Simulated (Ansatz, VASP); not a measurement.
**One calculation of Pb, two programs**

```xyz
1
Lattice="3.2064 0.0000 0.0000 0.0000 3.2064 0.0000 0.0000 0.0000 3.2064" Properties=species:S:1:pos:R:3 pbc="T T T"
Pb    0.0000    0.0000    0.0000
```

Alike in both runs: task single point; functional RPBE; k mesh 11 × 11 × 11; occupations fermi-dirac, width 0.1 eV; no spin polarisation.

|  | VASP | Ansatz |
| --- | --- | --- |
| version | VASP 6.6.1 | Ansatz 0.2.0 |
| potentials or method | VASP PAW PBE potentials, release 64 (Pb_d) | plane waves (420 eV) with PAW, scalar-relativistic |
| plane-wave cutoff (eV) | 520 | 420 |
| valence electrons in the cell | 14 | 14 |

|  | VASP | Ansatz | Ansatz less VASP |
| --- | --- | --- | --- |
| pressure (GPa) | 3.2 | 3.3 | +0.04 |

The functional is the same, so the differences come from potentials, cutoffs and numerics.

Caveats: the PAW data sets were made with another functional, which shifts forces and pressure a little (VASP). The runs have no spin-orbit coupling, so splittings on Pb are missing.
